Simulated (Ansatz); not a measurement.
# AlRu (Pm-3m) in Ansatz: reference runs

Reference runs on AlRu: the cell as given and a disturbed copy.

Program: Ansatz 0.2.0. These are calculated values, not measurements. Logs are shortened: lines on timing, memory, paths and dates and some standing lists are left out, and cuts for length are marked.

## Step 1: The crystal as given

The structure is cubic, space group Pm-3m (No. 221). Conventional cell: a = 2.992 Å, b = 2.992 Å, c = 2.992 Å, α = 90.00°, β = 90.00°, γ = 90.00°. Ru (site symmetry m-3m) is surrounded by 8 Al at 2.59 Å. Al (site symmetry m-3m) has 8 Ru at 2.59 Å as nearest neighbours.

## Step 2: Single point, PBE

The input, input.yaml:

```yaml
crystal:
  lattice:
    - [2.9916, 0.0, 0.0]
    - [0.0, 2.9916, 0.0]
    - [0.0, 0.0, 2.9916]
  atoms:
    - { symbol: Ru, position: [0.5, 0.5, 0.5] }
    - { symbol: Al, position: [0.0, 0.0, 0.0] }
kpoints:
  mp_grid: { grid: [9, 9, 9] }
scf:
  occupations: { method: fermi_dirac, width: 0.05 }
hamiltonian:
  xc: pbe
  pseudopotentials: { kind: all_electron, lapw: { basis_error: 0.001 } }
output:
  forces: true
  stress: true
  eigenvalues: true
  populations: true
```

Potentials or basis: all-electron LAPW, scalar-relativistic.

Started as:

```console
$ ansatz run input.yaml --threads 1 --pin off --max-ram 3072MiB --backend cpu --events-out ev --progress --plain --runs-dir out
```

The program printed:

```text
Warning: RAYON_NUM_THREADS=1 ignored (pool sized by the plan → 1); use --threads N
Ru: projections on atomic orbitals take those of the free atom 1s2 2s2 2p6 3s2 3p6 3d10 4s2 4p6 4d7 5s1, of charge +0.00 (hamiltonian.pseudopotentials.projection_atoms)
Al: projections on atomic orbitals take those of the free atom 1s2 2s2 2p6 3s2 3p1, of charge +0.00 (hamiltonian.pseudopotentials.projection_atoms)
LAPW: plane waves up to 7.950 Å⁻¹, error target 1.0e-3 eV per atom; small_component_spin mean_spin; Al in spheres of 1.169 Å, 11 of its electrons in bands, Dirac shells []; Ru in spheres of 1.422 Å, 26 of its electrons in bands, Dirac shells [] (how accurate: hamiltonian.pseudopotentials.lapw.basis_error, Limitations)
Engine: ansatz 0.2.0, aarch64-unknown-linux-gnu
Pseudopotentials: kind: all_electron
Pseudopotential: Ru, LAPW, valence charge 26, lapw/all_electron/scalar/gaussian/Ru, Koelling and Harmon's equation, gaussian nucleus
Pseudopotential: Al, LAPW, valence charge 11, lapw/all_electron/scalar/gaussian/Al, Koelling and Harmon's equation, gaussian nucleus
Functional definition: PBE
  parameter kappa = 0.804
  parameter beta = 0.06672455060314922
  exchange = pbe_x(kappa = kappa, mu = beta*pi^2/3)
  correlation = pbe_c(beta = beta)
Crystal: 2 atoms, lattice volume = 26.774 Å³
Basis set: ecut = 240.79927750293112 eV, 251 PW (Γ), exchange–correlation at level 2
Bands: 23, of which v1, the nominal top of the filled ones, is band 19 counted from 1 (18 counted from 0)
Symmetry: 48 space group operations
Space group: Pm-3m (ITA 221), of the structure as read, at distance tolerance 3.0e-5 Å
k-points: 35 of 729
Non-local potential: Ru, projectors of the file, none
Non-local potential: Al, projectors of the file, none
Initial density: superposition of atomic densities (chi_scale 0.1, normalization cell, long waves kept (reshape's long-wave potential 0.00 eV rms))
Initial wavefunctions: plane waves of lowest kinetic energy (no species holds an atomic orbital)
Functional: x = pbe(κ = 0.804, μ = 0.2195149727645171), c = pbe(β = 0.06672455060314922)
iter 1 solved again at ethr=7.15e-4 eV; its pass at ethr=1.00e-1 eV (dr2=2.64e-1 eV) is discarded
SCF iter   1: F=—  HF=-129904.619037 eV  |F-HF|=—  |Δ(HF+E_count)|=         —  Δρ=3.53e-2  dr2=2.66e-1  ethr=7.15e-4  ⟨swp⟩=2.5  Hψ=5327  notcnv=0
preconditioner: auto → none  [metal: Δε(μ)=0.091 eV  Ē_g=8.807 eV  σ=0.050 eV  W_gap=0.38  n_scr=6 (ndim 8)  ℏωp=23.8 eV  f_vac=0.000  D(μ)=1.10/eV (n_scr^D=6)  sad-step TF]
SCF iter   2: F=—  HF=-129904.350408 eV  |F-HF|=—  |Δ(HF+E_count)|=   2.69e-1  Δρ=2.98e-2  dr2=3.82e-1  ethr=7.15e-4  ⟨swp⟩=3.0  Hψ=2580  notcnv=0
iter 3 solved again at ethr=3.67e-5 eV; its pass at ethr=7.15e-4 eV (dr2=1.36e-2 eV) is discarded
SCF iter   3: F=—  HF=-129903.998693 eV  |F-HF|=—  |Δ(HF+E_count)|=   3.52e-1  Δρ=9.04e-3  dr2=1.36e-2  ethr=3.67e-5  ⟨swp⟩=2.0  Hψ=3880  notcnv=0
SCF iter   4: F=—  HF=-129903.987119 eV  |F-HF|=—  |Δ(HF+E_count)|=         —  Δρ=1.59e-3  dr2=9.32e-4  ethr=3.67e-5  ⟨swp⟩=2.0  Hψ=2255  notcnv=0
the basis was enlarged: its passes take 613.9 KiB over the memory plan, 1 of 1 planned eigensolver slots
SCF iter   5: F=—  HF=-129903.985809 eV  |F-HF|=—  |Δ(HF+E_count)|=   1.31e-3  Δρ=1.79e-4  dr2=3.89e-6  ethr=2.52e-6  ⟨swp⟩=2.0  Hψ=2266  notcnv=0
SCF iter   6: F=—  HF=-129903.985810 eV  |F-HF|=—  |Δ(HF+E_count)|=   4.75e-7  Δρ=2.59e-5  dr2=7.38e-8  ethr=1.05e-8  ⟨swp⟩=2.3  Hψ=2291  notcnv=0
SCF iter   7: F=-129903.985810 eV  HF=-129903.985810 eV  |F-HF|=4.27e-8  |Δ(HF+E_count)|=   7.58e-8  Δρ=7.12e-6  dr2=1.45e-8  ethr=2.00e-10  ⟨swp⟩=2.5  Hψ=2315  notcnv=0
SCF 1 converged in 7 iterations: F = -129903.985810 eV  dr2 = 1.45e-8
SCF converged after 7 iterations
Free energy (F): -129903.985810 eV
Harris-Foulkes:  -129903.985810 eV  (|F-HF|=4.27e-8)
Internal energy: -129903.970412 eV  (E = F + TS)
E sigma→0 (E₀):  -129903.978111 eV
Entropy (-TS):   -0.015397 eV (-7.699 meV/atom)
Fermi energy:    18.321654 eV
--- Per-component energies (eV) ---
  E_band       = -3016.697700
  E_kinetic    = 134834.736277
  E_xc         = -4151.387265
  E_electrostatic = -260587.319424  (all electrons and nuclei)
  E_smearing   = -0.015397  (= −TS)
  E_closure    = 0.000000  (closes the sum)
  E_atoms      = -129889.726814  (free atoms, spherical and without spin; not in F)
  Σ components = -129903.985810   (vs F -129903.985810, Δ=0.00e0)
  Basis errors (estimates in eV, not in F): energy 2.9e-4 per atom: plane waves 2.4e-4 (1.2e-4 summed), levels above the bands 4.1e-78, relativity 3.2e-8, radial functions 4.4e-5, core shells 1.6e-7; eigenvalues (radial functions only) 2.2e-6; not estimated: angular momenta, meshes, grids; target (lapw.basis_error) 1.0e-3; muffin-tin radii Al 1.169 Å, Ru 1.422 Å
--- Forces (eV/Å), atoms counted from 1 ---
  atom   1  Ru     0.00000000     0.00000000     0.00000000
  atom   2  Al    -0.00000000     0.00000000    -0.00000000
  max |Σ_I F_I| component: 3.68e-30 eV/Å
--- Stress (GPa, compression-positive) ---
        2.487487       0.000000       0.000000
        0.000000       2.487487       0.000000
        0.000000       0.000000       2.487487
  P = ⅓ Tr σ = 2.4875 GPa (24.875 kbar)
--- Band table (eV; the first three rows and the last of 35) ---
  k-point 0: bands = ["-250.1760", "-250.1760", "-250.1450", "-250.1450", "-250.1450", "-83.7098", "-53.4223", "-45.1687", "-45.1687", "-45.1687", "-23.3696", "-23.3696", "-23.3696", "8.7364", "14.8297", "14.8297", "18.5611", "18.5611", "18.5611", "24.4764", "24.4764", "24.4764", "29.3762"]
  k-point 1: bands = ["-250.1760", "-250.1760", "-250.1450", "-250.1450", "-250.1450", "-83.7098", "-53.4205", "-45.1695", "-45.1687", "-45.1687", "-23.3943", "-23.3675", "-23.3675", "8.9720", "14.9051", "14.9118", "18.2805", "18.2805", "18.5895", "23.4492", "24.9377", "24.9377", "28.8643"]
  k-point 2: bands = ["-250.1760", "-250.1760", "-250.1450", "-250.1450", "-250.1450", "-83.7096", "-53.4160", "-45.1713", "-45.1685", "-45.1685", "-23.4568", "-23.3624", "-23.3624", "9.6533", "14.9621", "15.1313", "17.6866", "17.6866", "18.6625", "21.8279", "26.0755", "26.0755", "27.7307"]
  k-point 34: bands = ["-250.1760", "-250.1760", "-250.1450", "-250.1450", "-250.1450", "-83.7085", "-53.3776", "-45.1743", "-45.1743", "-45.1743", "-23.5254", "-23.5250", "-23.5250", "13.6478", "13.8747", "13.8747", "19.5834", "19.5834", "21.2917", "21.5547", "22.8807", "22.8807", "27.1150"]
--- Löwdin populations: 2 sites ---
  site symbol       q [e]
     0     Ru     43.9686
     1     Al     12.9359
  spilling = 0.001674 (of n_electrons = 57.000000)
```

It took 7.2 s on 1 thread of Arm Neoverse V1, shared host; peak memory 0.28 GiB.

What came out:

| Quantity | Value |
| --- | --- |
| Free energy | -129903.9858 eV |
| Pressure | 2.5 GPa |
| Band gap on the k mesh | none (metal or under the smearing width) |

Levels at points of the mesh, in eV from the Fermi level:
```
           k point  band 16  band 17  band 18  band 19  band 20  band 21  band 22  band 23
(0.00, 0.00, 0.00)    -3.49     0.24     0.24     0.24     6.15     6.15     6.15    11.05
```

## Step 3: Equation of state, PBE

Potentials or basis: all-electron LAPW, scalar-relativistic.

No new run: the results of the series are fitted here.

What came out:

* Equilibrium volume: 13.55 Å³/atom
* Bulk modulus: 203 GPa
* Pressure derivative of the bulk modulus: 4.4

Energy against volume, from the lowest point:
| volume (Å³/atom) | energy (meV/atom) |
| --- | --- |
| 12.584 | 49.15 |
| 12.851 | 24.41 |
| 13.119 | 8.56 |
| 13.387 | 0.69 |
| 13.655 | 0.00 |
| 13.922 | 5.75 |
| 14.190 | 17.29 |

PBE usually gives volumes a little too large and moduli too small. Zero-point motion and thermal expansion aren't in these numbers.

## Step 4: Single point, PBE (atoms moved at random, drawn with an rms of 0.05 Å)

Changes to input.yaml since step 2:

```diff
@@ -6,4 +6,4 @@
   atoms:
-    - { symbol: Ru, position: [0.5, 0.5, 0.5] }
-    - { symbol: Al, position: [0.0, 0.0, 0.0] }
+    - { symbol: Ru, position: [0.497003, 0.511017, 0.487802] }
+    - { symbol: Al, position: [-0.004324, -0.00883, 0.010019] }
 kpoints:
```

Started as:

```console
$ ansatz run input.yaml --threads 1 --pin off --max-ram 3072MiB --backend cpu --events-out ev --progress --plain --runs-dir out
```

Run time: 96 s. Hardware: 1 thread of Arm Neoverse V1, shared host; peak memory 0.7 GiB.

The run converged. Its results:

* Free energy: -129903.9546 eV
* Pressure: 3.1 GPa
* Largest force: 0.702 eV/Å
* Band gap on the k mesh: none (metal or under the smearing width)

Forces on the atoms (eV/Å):
```
Ru  -0.032 -0.468  0.523
Al   0.032  0.468 -0.523
```

Stress tensor (GPa, compression positive):
```
 3.33  0.04 -0.04
 0.04  3.02 -0.61
-0.04 -0.61  2.94
```

Levels at points of the mesh, in eV from the Fermi level:
```
           k point  band 15  band 16  band 17  band 18  band 19  band 20  band 21  band 22  band 23
(0.00, 0.00, 0.00)    -3.50    -3.50     0.22     0.24     0.24     6.16     6.17     6.19    11.07
```

## Step 5: The runs side by side

```csv
task,cell,cutoff (eV),basis error allowed,gap on the mesh (eV),pressure (GPa)
single point,as given,241,0.001 eV/atom,none,2.5
equation of state,as given,-,0.0005 eV/atom,-,-
single point,"atoms moved at random, drawn with an rms of 0.05 Å",258,0.001 eV/atom,none,3.1
```

Alike in all rows: level PBE; potentials or basis all-electron LAPW, scalar-relativistic; no spin polarisation; k mesh 9 × 9 × 9; smearing fermi-dirac 0.05 eV.

Compare energies only between runs with the same functional and basis.
